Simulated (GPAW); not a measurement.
Crystal: PtSe2 (Sudovikovite).

```xyz
3
Lattice="3.7240 0.0000 0.0000 -1.8620 3.2251 0.0000 0.0000 0.0000 5.0620" Properties=species:S:1:pos:R:3 pbc="T T T"
Pt    0.0000    0.0000    0.0000
Se    1.8620    1.0750    3.7965
Se    0.0000    2.1501    1.2655
```

```yaml
Program: GPAW 26.7.0
Task: relaxation of cell and atoms
Functional: PBEsol
Dispersion: D4
Potentials_or_basis: PAW data sets generated in the run's folder for this functional
Cutoff: 600 eV
Basis: pw
k_mesh: 7 × 7 × 5
Occupations: fermi-dirac, width 0.05 eV
Spin: no spin polarisation
```

At the start: pressure -0.0 GPa; volume 20.27 Å³/atom.

**Question.** How do energy, volume and symmetry change on relaxing?

**Answer.** Over 12 steps the energy falls by 19.7 meV/atom and the volume is 19.11 Å³/atom (-5.7 %); space group P-3m1 (No. 164, to 0.05 Å).

Step by step:
```tsv
step	energy change (eV)	largest force (eV/Å)	pressure (GPa)	volume (Å³)
1	0.0000	0.3858	-0.02	60.80
2	-0.0043	0.3223	-0.41	60.79
3	-0.0205	0.0353	-2.25	60.49
4	-0.0255	0.1102	-2.35	60.14
5	-0.0393	0.2576	-1.47	58.52
6	-0.0444	0.1948	-0.42	57.89
7	-0.0484	0.0335	0.83	57.48
8	-0.0501	0.0127	1.07	57.39
9	-0.0558	0.1001	1.23	57.16
10	-0.0585	0.0779	0.70	57.16
11	-0.0591	0.0256	0.17	57.27
12	-0.0592	0.0032	0.01	57.32
```

Final structure:
```
Pt Se
1.0
     3.74518   -0.00001   -0.00001
    -1.87260    3.24342    0.00001
    -0.00002    0.00001    4.71847
Pt Se
1 2
Direct
  0.00000 0.00000 0.00000
  0.66666 0.33334 0.73154
  0.33334 0.66666 0.26846
```

Caveat: later steps reuse the first step's grids; pairwise dispersion overbinds metals, which lowers pressure and volume.
